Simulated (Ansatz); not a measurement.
# MoSi2P4 monolayer in a perpendicular field

What dipole does a perpendicular field induce in the MoSi2P4 monolayer, and does the gap follow? A positive field points along +c.

Program: Ansatz 0.2.0. Level of theory: plane-wave DFT, PBE-D3(BJ), Ansatz PAW. Results are calculated unless marked as measured.

### 1. Starting point

The cell holds 7 atoms: 4 P, 2 Si and 1 Mo. Cell: a = 3.480 Å, b = 3.480 Å, c = 47.564 Å, α = 90.0°, β = 90.0°, γ = 120.0°. Vacuum lies along c.

As a file:

```cif
data_structure
_symmetry_space_group_name_H-M 'P 1'
_symmetry_Int_Tables_number 1
_cell_length_a 3.4800
_cell_length_b 3.4800
_cell_length_c 47.5637
_cell_angle_alpha 90.000
_cell_angle_beta 90.000
_cell_angle_gamma 120.000
_cell_volume 498.84
loop_
_atom_site_label
_atom_site_type_symbol
_atom_site_fract_x
_atom_site_fract_y
_atom_site_fract_z
_atom_site_occupancy
P1 P 0.00000 0.00000 0.41313 1
Si2 Si 0.33333 0.66667 0.42668 1
P3 P 0.33333 0.66667 0.47104 1
Mo4 Mo 0.00000 0.00000 0.50000 1
P5 P 0.33333 0.66667 0.52896 1
Si6 Si 0.33333 0.66667 0.57332 1
P7 P 0.00000 0.00000 0.58687 1
```

### 2. Relaxation

The starting cell is a guess, so the in-plane lattice and the atoms are relaxed first, with the slab cut off from its images along the normal.

Input file input.yaml:

```yaml
crystal:
  lattice:
    - [3.48, 0.0, 0.0]
    - [-1.74, 3.0137684052, 0.0]
    - [0.0, 0.0, 47.5637228417]
  atoms:
    - { symbol: P, position: [0.0, 0.0, 0.4131299828] }
    - { symbol: Si, position: [0.3333333333, 0.6666666667, 0.4266789168] }
    - { symbol: P, position: [0.3333333333, 0.6666666667, 0.4710404569] }
    - { symbol: Mo, position: [0.0, 0.0, 0.5] }
    - { symbol: P, position: [0.3333333333, 0.6666666667, 0.5289595431] }
    - { symbol: Si, position: [0.3333333333, 0.6666666667, 0.5733210832] }
    - { symbol: P, position: [0.0, 0.0, 0.5868700172] }
  periodic: [true, true, false]
kpoints:
  mp_grid: { grid: [12, 12, 1] }
hamiltonian:
  xc: pbe
  dispersion: d3bj
scf:
  occupations: { method: fermi_dirac, width: 0.05 }
  convergence: { dr2_threshold: 1.0e-09 }
relax:
  f_tol: 0.004
  max_steps: 90
  cell: {}
output:
  write_potential: true
  write_density: true
  volumetric_format: npy
```

Run with:

```console
$ ansatz run input.yaml --threads 2 --pin off --max-ram 3072MiB --backend cpu --events-out ev --progress --plain --runs-dir out
```

Numbers of over 12 decimals in the logs are rounded to 6 here.

The log of the run:

```text
Warning: relax.cell: scf.convergence.dr2_threshold = 1e-9 eV is looser than the 2.09855049712e-10 eV advised for a relaxation that steers and ends on the stress (1e-10 eV for each atom of the cell: 7, times the square of relax.cell.stress_2d_tol = 0.05 N/m over 18.3 Å (the atoms' height at the walk's start and 5 Å past either face), 2.738e-2 GPa, over a crystal's default 0.05). What an SCF threshold leaves in a stress goes as its square root, and in the free energy as the threshold itself, and one threshold admits the most on a small cell: [figures from the program's tests cut] Set scf.convergence.dr2_threshold to 2.09855049712e-10 eV or tighter. [rest of the remark cut]
Engine: ansatz 0.2.0, x86_64-unknown-linux-gnu
Pseudopotentials: kind: paw
Pseudopotential: P, paw, valence charge 5, recommended cutoff 420 eV (normal), P.paw.azcp
Pseudopotential: Si, paw, valence charge 4, recommended cutoff 420 eV (normal), Si.paw.azcp
Pseudopotential: Mo, paw, valence charge 14, recommended cutoff 420 eV (normal), Mo.paw.azcp
Functional definition: PBE
  parameter kappa = 0.804
  parameter beta = 0.066725
  exchange = pbe_x(kappa = kappa, mu = beta*pi^2/3)
  correlation = pbe_c(beta = beta)
Crystal: 7 atoms, lattice volume = 498.844 Å³
Basis set: ecut = 420 eV, 9681 PW (Γ), exchange–correlation on 48×48×640 points (8 copies of the dense FFT grid, shifted against one another)
Bands: 28, of which v1, the nominal top of the filled ones, is band 21 counted from 1 (20 counted from 0)
Symmetry: 12 space group operations
Space group: P-6m2 (ITA 187), of the structure as read, at distance tolerance 7.9e-5 Å
k-points: 19 of 144 (time reversal used)
Non-local potential: P, projectors of the file, l = 0: 2, l = 1: 2, l = 2: 2
Non-local potential: Si, projectors of the file, l = 0: 2, l = 1: 2, l = 2: 2
Non-local potential: Mo, projectors of the file, l = 0: 3, l = 1: 2, l = 2: 2, l = 3: 1
PAW form: soft (Blöchl's): semilocal exchange-correlation on the pseudo side does not see the compensation charge
PAW one-centre angular grid: P, 110 points (default); XC on 64 Gauss nodes
PAW one-centre angular grid: Si, 110 points (default); XC on 64 Gauss nodes
PAW one-centre angular grid: Mo, 590 points (default); XC on 64 Gauss nodes
Initial density: superposition of atomic densities (neutral atoms: chi_scale 0, normalization atom), corrected by the library's trained network
Initial wavefunctions: pseudopotential atomic-orbital guess
Functional: x = pbe(κ = 0.804, μ = 0.219515), c = pbe(β = 0.066725)
SCF iter   1: F=—  HF=-9253.391786 eV  |F-HF|=—  |Δ(HF+E_count)|=         —  Δρ=4.18e-3  dr2=7.68e-1  ethr=1.77e-3  ⟨swp⟩=17.1  Hψ=5232  notcnv=0
preconditioner: auto → Resta (q_TF=auto, 1.806 Å⁻¹)  ε∞=2.4  [insulator: Δε(μ)=0.443 eV  Ē_g=8.229 eV  σ=0.050 eV  W_gap=0.97  n_scr=26 (ndim 8)  ℏωp=9.7 eV  f_vac=0.736  D(μ)=0.03/eV (n_scr^D=0)  ε∞_Penn≈2.4  vacuum switching on, ρ_ref=4.9e-3 e/Å³]
SCF iter   2: F=—  HF=-9253.444259 eV  |F-HF|=—  |Δ(HF+E_count)|=   5.25e-2  Δρ=7.60e-3  dr2=1.91e0  ethr=1.77e-3  ⟨swp⟩=4.5  Hψ=1077  notcnv=0  defer=25  recentre
preconditioner: auto → LDOS  [metal: Δε(μ)=0.023 eV  Ē_g=8.286 eV  σ=0.050 eV  W_gap=0.11  n_scr=26 (ndim 8)  ℏωp=9.7 eV  f_vac=0.736  D(μ)=2.32/eV (n_scr^D=12)  β→1.0]
SCF iter   3: F=—  HF=-9253.315408 eV  |F-HF|=—  |Δ(HF+E_count)|=   1.29e-1  Δρ=1.71e-3  dr2=1.13e-1  ethr=1.77e-3  ⟨swp⟩=3.7  Hψ=972  notcnv=0  defer=23
SCF iter   4: F=—  HF=-9253.304211 eV  |F-HF|=—  |Δ(HF+E_count)|=   1.12e-2  Δρ=4.90e-4  dr2=6.09e-3  ethr=2.68e-4  ⟨swp⟩=3.5  Hψ=880  notcnv=0  defer=29
SCF iter   5: F=—  HF=-9253.304632 eV  |F-HF|=—  |Δ(HF+E_count)|=   4.21e-4  Δρ=2.39e-4  dr2=4.16e-4  ethr=1.45e-5  ⟨swp⟩=3.4  Hψ=1170  notcnv=0  defer=28
SCF iter   6: F=—  HF=-9253.304617 eV  |F-HF|=—  |Δ(HF+E_count)|=   1.55e-5  Δρ=1.24e-4  dr2=2.03e-4  ethr=9.91e-7  ⟨swp⟩=2.9  Hψ=1113  notcnv=0  defer=28
SCF iter   7: F=—  HF=-9253.304600 eV  |F-HF|=—  |Δ(HF+E_count)|=   1.69e-5  Δρ=4.78e-5  dr2=1.97e-5  ethr=4.84e-7  ⟨swp⟩=2.6  Hψ=817  notcnv=0  defer=28
SCF iter   8: F=—  HF=-9253.304516 eV  |F-HF|=—  |Δ(HF+E_count)|=   8.37e-5  Δρ=2.81e-5  dr2=6.77e-6  ethr=4.69e-8  ⟨swp⟩=3.2  Hψ=1090  notcnv=0  defer=28
SCF iter   9: F=—  HF=-9253.304515 eV  |F-HF|=—  |Δ(HF+E_count)|=   9.12e-7  Δρ=6.30e-6  dr2=1.63e-6  ethr=1.61e-8  ⟨swp⟩=3.2  Hψ=1080  notcnv=0  defer=28
SCF iter  10: F=—  HF=-9253.304582 eV  |F-HF|=—  |Δ(HF+E_count)|=   6.67e-5  Δρ=4.76e-6  dr2=1.33e-7  ethr=3.88e-9  ⟨swp⟩=2.7  Hψ=885  notcnv=0  defer=28
SCF iter  11: F=—  HF=-9253.304582 eV  |F-HF|=—  |Δ(HF+E_count)|=   6.06e-8  Δρ=6.24e-7  dr2=4.27e-9  ethr=3.17e-10  ⟨swp⟩=3.4  Hψ=1188  notcnv=0  defer=28
SCF iter  12: F=-9253.304582 eV  HF=-9253.304582 eV  |F-HF|=3.35e-10  |Δ(HF+E_count)|=   7.36e-9  Δρ=3.08e-7  dr2=9.51e-10  ethr=2.38e-12  ⟨swp⟩=13.5  Hψ=4874  notcnv=0
SCF 1 converged in 12 iterations: F = -9253.304582 eV  dr2 = 9.51e-10
  greatest PAW one-centre occupation: 0.998 electrons in one spin orbital (limit 2), on the Mo atom at site 3 (counted from 0), in its partial waves of l = 0
relax step   1: F+E_penalty+E_count = -9253.30458201 eV  Δ(F+E_penalty+E_count) = +0.000e0 eV  max|allowed force component| = 3.492e0 eV/Å  Δτ_max = 0.0000 Å  P = +9.159 N/m  Ω = 498.844 Å³  fix = [c, alpha, beta]  reactions: c +0.000 N/m  (12 SCF iters, accepted)
Crystal: 7 atoms, lattice volume = 499.793 Å³
Basis set: ecut = 420 eV, 9717 PW (Γ), exchange–correlation on 48×48×640 points (8 copies of the dense FFT grid, shifted against one another)
Initial density: handed on by an earlier stage of this run
Initial wavefunctions: those handed on with the density
iter 1 solved again at ethr=5.22e-4 eV; its pass at ethr=3.10e-3 eV (dr2=2.19e-1 eV) is discarded
SCF iter   1: F=—  HF=-9254.506385 eV  |F-HF|=—  |Δ(HF+E_count)|=         —  Δρ=4.49e-3  dr2=2.07e-1  ethr=5.22e-4  ⟨swp⟩=2.1  Hψ=5017  notcnv=0
preconditioner: auto → Resta (q_TF=auto, 1.806 Å⁻¹)  ε∞=2.4  [insulator: Δε(μ)=0.386 eV  Ē_g=8.163 eV  σ=0.050 eV  W_gap=0.96  n_scr=26 (ndim 8)  ℏωp=9.7 eV  f_vac=0.728  D(μ)=0.04/eV (n_scr^D=0)  ε∞_Penn≈2.4  vacuum switching on, ρ_ref=4.8e-3 e/Å³]
SCF iter   2: F=—  HF=-9254.475802 eV  |F-HF|=—  |Δ(HF+E_count)|=   3.06e-2  Δρ=2.15e-3  dr2=4.81e-2  ethr=4.93e-4  ⟨swp⟩=4.4  Hψ=1063  notcnv=0
SCF iter   3: F=—  HF=-9254.470650 eV  |F-HF|=—  |Δ(HF+E_count)|=   5.15e-3  Δρ=1.26e-3  dr2=1.27e-2  ethr=1.15e-4  ⟨swp⟩=4.0  Hψ=1111  notcnv=0  defer=8
SCF iter   4: F=—  HF=-9254.471538 eV  |F-HF|=—  |Δ(HF+E_count)|=   8.88e-4  Δρ=1.12e-3  dr2=1.51e-2  ethr=3.04e-5  ⟨swp⟩=3.6  Hψ=1170  notcnv=0  defer=11
[...]
SCF iter   6: F=—  HF=-9254.937775 eV  |F-HF|=—  |Δ(HF+E_count)|=   1.52e-5  Δρ=1.70e-4  dr2=2.56e-4  ethr=1.51e-6  ⟨swp⟩=3.0  Hψ=1026  notcnv=0  defer=27
SCF iter   7: F=—  HF=-9254.937726 eV  |F-HF|=—  |Δ(HF+E_count)|=   4.93e-5  Δρ=4.80e-5  dr2=2.22e-5  ethr=6.10e-7  ⟨swp⟩=2.7  Hψ=877  notcnv=0  defer=27
SCF iter   8: F=—  HF=-9254.937708 eV  |F-HF|=—  |Δ(HF+E_count)|=   1.80e-5  Δρ=1.19e-5  dr2=1.13e-6  ethr=5.28e-8  ⟨swp⟩=3.2  Hψ=1161  notcnv=0  defer=27
SCF iter   9: F=—  HF=-9254.937768 eV  |F-HF|=—  |Δ(HF+E_count)|=   6.03e-5  Δρ=2.61e-6  dr2=4.16e-8  ethr=2.69e-9  ⟨swp⟩=3.4  Hψ=1189  notcnv=0  defer=27
SCF iter  10: F=—  HF=-9254.937768 eV  |F-HF|=—  |Δ(HF+E_count)|=   1.03e-8  Δρ=5.16e-7  dr2=1.93e-9  ethr=9.92e-11  ⟨swp⟩=3.3  Hψ=1243  notcnv=0  defer=27
SCF iter  11: F=-9254.937768 eV  HF=-9254.937768 eV  |F-HF|=2.91e-11  |Δ(HF+E_count)|=  2.76e-10  Δρ=1.29e-7  dr2=1.29e-10  ethr=2.38e-12  ⟨swp⟩=12.8  Hψ=4556  notcnv=0
SCF 3 converged in 11 iterations: F = -9254.937768 eV  dr2 = 1.29e-10
relax step   3: F+E_penalty+E_count = -9254.93776819 eV  Δ(F+E_penalty+E_count) = -4.682e-1 eV  max|allowed force component| = 6.954e-1 eV/Å  Δτ_max = 0.1946 Å  P = -1.453 N/m  Ω = 494.483 Å³  energy of the carried Pulay correction = +1.833e-4 eV  fix = [c, alpha, beta]  reactions: c -0.000 N/m  (11 SCF iters, accepted)
[...]
relax step   4: F+E_penalty+E_count = -9255.11626573 eV  Δ(F+E_penalty+E_count) = -1.785e-1 eV  max|allowed force component| = 1.502e-1 eV/Å  Δτ_max = 0.1948 Å  P = -0.271 N/m  Ω = 480.437 Å³  energy of the carried Pulay correction = +7.847e-4 eV  fix = [c, alpha, beta]  reactions: c -0.000 N/m  (12 SCF iters, accepted)
[...]
relax step   5: F+E_penalty+E_count = -9255.11714917 eV  Δ(F+E_penalty+E_count) = -8.834e-4 eV  max|allowed force component| = 3.804e-2 eV/Å  Δτ_max = 0.0051 Å  P = +0.009 N/m  Ω = 480.245 Å³  energy of the carried Pulay correction = +7.930e-4 eV  fix = [c, alpha, beta]  reactions: c +0.000 N/m  (10 SCF iters, accepted)
[...]
relax step   6: F+E_penalty+E_count = -9255.11718435 eV  Δ(F+E_penalty+E_count) = -3.518e-5 eV  max|allowed force component| = 1.251e-2 eV/Å  Δτ_max = 0.0013 Å  P = -0.076 N/m  Ω = 480.628 Å³  energy of the carried Pulay correction = +7.764e-4 eV  fix = [c, alpha, beta]  reactions: c -0.000 N/m  (7 SCF iters, accepted)
[...]
relax step   7: F+E_penalty+E_count = -9255.11720500 eV  Δ(F+E_penalty+E_count) = -2.065e-5 eV  max|allowed force component| = 3.663e-3 eV/Å  Δτ_max = 0.0007 Å  P = -0.016 N/m  Ω = 480.462 Å³  energy of the carried Pulay correction = +7.836e-4 eV  fix = [c, alpha, beta]  reactions: c -0.000 N/m  (7 SCF iters, accepted)
Initial wavefunctions: pseudopotential atomic-orbital guess (no wavefunctions were taken with the density)
iter 1 solved again at ethr=1.35e-7 eV; its pass at ethr=3.10e-3 eV (dr2=5.68e-5 eV) is discarded
SCF iter   1: F=—  HF=-9255.116736 eV  |F-HF|=—  |Δ(HF+E_count)|=         —  Δρ=2.00e-5  dr2=2.54e-7  ethr=1.35e-7  ⟨swp⟩=6.8  Hψ=7847  notcnv=0
preconditioner: auto → Resta (q_TF=auto, 1.818 Å⁻¹)  ε∞=2.5  [insulator: Δε(μ)=0.989 eV  Ē_g=8.011 eV  σ=0.050 eV  W_gap=1.00  n_scr=26 (ndim 8)  ℏωp=9.9 eV  f_vac=0.715  D(μ)=0.00/eV (n_scr^D=0)  ε∞_Penn≈2.5  vacuum switching on, ρ_ref=4.7e-3 e/Å³]
SCF iter   2: F=—  HF=-9255.116625 eV  |F-HF|=—  |Δ(HF+E_count)|=   1.11e-4  Δρ=1.01e-5  dr2=8.37e-8  ethr=6.05e-10  ⟨swp⟩=3.4  Hψ=1361  notcnv=0
SCF iter   3: F=—  HF=-9255.116626 eV  |F-HF|=—  |Δ(HF+E_count)|=   2.03e-7  Δρ=4.01e-6  dr2=1.57e-7  ethr=1.99e-10  ⟨swp⟩=3.4  Hψ=1108  notcnv=0
SCF iter   4: F=—  HF=-9255.116626 eV  |F-HF|=—  |Δ(HF+E_count)|=   8.35e-9  Δρ=1.11e-6  dr2=1.36e-8  ethr=1.99e-10  ⟨swp⟩=2.4  Hψ=808  notcnv=0
SCF iter   5: F=-9255.116626 eV  HF=-9255.116626 eV  |F-HF|=9.46e-11  |Δ(HF+E_count)|=  5.82e-10  Δρ=4.63e-7  dr2=6.02e-10  ethr=2.38e-12  ⟨swp⟩=15.2  Hψ=5326  notcnv=0
SCF 8 converged in 5 iterations: F = -9255.116626 eV  dr2 = 6.02e-10
relax step   8: F+E_penalty+E_count = -9255.11662557 eV  Δ(F+E_penalty+E_count) = +5.794e-4 eV  max|allowed force component| = 3.612e-3 eV/Å  Δτ_max = 0.0000 Å  P = -0.028 N/m  Ω = 480.462 Å³  fix = [c, alpha, beta]  reactions: c -0.000 N/m  stress off target by 2.85e-2 N/m on what of the cell is left free  SCF on the basis re-selected at this cell (its energy is not comparable with the rows above)  (5 SCF iters)
basis re-selected at this cell: Δ(F+E_penalty+E_count) = +5.794e-4 eV, ΔP = -0.013 N/m vs the last step (what re-selecting the basis moved, of the pressure what is left beyond the Pulay correction that the steps carried, after the strain that the cell walked since its last selection, with what the two solves' SCF thresholds leave and, on support functions, any second-order correction that the steps lacked; it is no m [...]
SCF converged after 5 iterations
Free energy (F): -9255.116626 eV
Harris-Foulkes:  -9255.116626 eV  (|F-HF|=9.46e-11)
Internal energy: -9255.116624 eV  (E = F + TS)
E sigma→0 (E₀):  -9255.116625 eV
Entropy (-TS):   -0.000002 eV (-0.000 meV/atom)
Fermi energy:    -4.931154 eV
--- Per-component energies (eV) ---
  E_band       = -730.980058
  E_kinetic    = 810.136342
  E_local      = -136555.812215  (includes V_loc(G=0)·N_el)
  E_nonlocal   = 330.214841
  E_hartree    = 67716.490591
  E_xc         = -542.749264
  E_vxc        = -569.357761  (∫ρ·V_xc dr)
  E_paw        = -6504.448950  (= ΣΔE_a)
  E_vpaw       = -179.140379  (= ΣTr[D̂ρ^β])
  E_aug_tail   = 0.000077  (compensation charges beyond the density's cutoff)
  E_ewald      = 65493.583208
  E_disp       = -2.531253  (pairwise vdW)
  E_smearing   = -0.000002  (= −TS)
  E_closure    = 0.000000  (closes the sum)
  Σ components = -9255.116626   (vs F -9255.116626, Δ=0.00e0)
--- Forces (eV/Å), atoms counted from 1 ---
  atom   1  P      0.00000000    -0.00000000     0.00331718
  atom   2  Si    -0.00000000     0.00000000    -0.00361179
  atom   3  P     -0.00000000    -0.00000000    -0.00302820
  atom   4  Mo     0.00000000    -0.00000000     0.00000000
  atom   5  P     -0.00000000    -0.00000000     0.00302820
  atom   6  Si     0.00000000     0.00000000     0.00361179
  atom   7  P      0.00000000    -0.00000000    -0.00331718
  max |Σ_I F_I| component: 4.26e-16 eV/Å
--- 2D stress c σ (N/m, compression-positive) ---
       -0.028495       0.000000       0.000000
        0.000000      -0.028495       0.000000
        0.000000       0.000000       0.000000
  P = ½ c Tr σ = -0.0285 N/m
--- Band table (eV; the first three rows and the last of 19) ---
  k-point 0: bands = [... 17 lower, -6.0487, -5.9897, -5.9897, -5.6534, -2.6181, -2.6181, -2.3088, -2.3088, ... 3 higher]
  k-point 1: bands = [... 17 lower, -6.2556, -6.2256, -6.1828, -5.6440, -2.8500, -2.6386, -2.4314, -2.2817, ... 3 higher]
  k-point 2: bands = [... 17 lower, -6.7004, -6.6036, -6.3272, -5.8117, -3.2120, -3.1778, -2.4671, -2.0555, ... 3 higher]
  k-point 18: bands = [... 17 lower, -8.1141, -6.8919, -6.2076, -5.4262, -4.4375, -3.8803, -3.7547, -2.8427, ... 3 higher]
  the weakly bound empty levels are not read free of the cell's end (no_gap_told)
--- Relaxed structure (7 steps of the walk, 7 accepted, 1 SCFs on fresh bases) ---
  F+E_penalty+E_count = -9255.11662557 eV   max|allowed force component| = 3.612e-3 eV/Å   (the final SCF, on the basis selected at the relaxed cell)
  cell:  # Å, volume = 480.4624 Å³
    - [3.415281, 0.0, 0.0]
    - [-1.707641, 2.957720, 0.0]
    - [0.0, 0.0, 47.5637228417]
  atoms:
    - { symbol: P, position: [1.0573552618554981e-17, -5.135725556199064e-17, 0.400911] }
    - { symbol: Si, position: [0.333333, 0.666667, 0.422874] }
    - { symbol: P, position: [0.333333, 0.666667, 0.469890] }
    - { symbol: Mo, position: [1.0573552618555e-17, -5.135725556199064e-17, 0.5] }
    - { symbol: P, position: [0.333333, 0.666667, 0.530110] }
    - { symbol: Si, position: [0.333333, 0.666667, 0.577126] }
    - { symbol: P, position: [1.0573552618554981e-17, -5.135725556199064e-17, 0.599089] }
```

Elapsed: 70 s, on 2 threads of Intel Xeon Platinum 8559C (Emerald Rapids), shared host; peak memory 0.8 GiB; 2.3 min of CPU time.

Relaxation path:

```tsv
step	energy less that of the first step (eV)	largest force component (eV/Å)	volume (Å³)
1	0.0000	3.4917	498.84
2	-1.1650	1.9724	499.79
3	-1.6332	0.6954	494.48
4	-1.8117	0.1502	480.44
5	-1.8126	0.0380	480.24
6	-1.8126	0.0125	480.63
7	-1.8126	0.0037	480.46
8*	-1.8120	0.0036	480.46
```

Relaxation steps marked * repeat the geometry before them on a plane-wave basis chosen anew for their cell, so energy and pressure can jump there.

The run keeps the 12 symmetry operations that it works with, so distortions that break them were not tested.

```tsv
cell as run	before	after	change
a (Å)	3.480	3.415	-1.9 %
b (Å)	3.480	3.415	-1.9 %
```

The atoms that moved most (Å, along periodic axes as changes of fractional coordinates times the final cell, across vacuum about the mean position):

```tsv
atom	dx	dy	dz	length
P7	0.000	0.000	0.581	0.581
P1	0.000	0.000	-0.581	0.581
Si6	0.000	0.000	0.181	0.181
Si2	0.000	0.000	-0.181	0.181
P5	0.000	0.000	0.055	0.055
P3	0.000	0.000	-0.055	0.055
```

The lattice constant a goes from 3.480 to 3.415 Å.

[end of part 1 of 2]

[Logs are printed without paths, hosts, clocks, repeated set-up lines and the standing remarks that a program may print on its own settings, such as how far it seeks lower states.]

[Hosts, paths, dates, database ids (printed as entryN), source tags and the programs' standing remarks are cut or masked in the printed files.]

[Maps of the electrostatic potential energy from Ansatz leave out the sawtooth potential of an applied field or a dipole correction, so their vacuum need not be flat; planar profiles and work functions include it.]
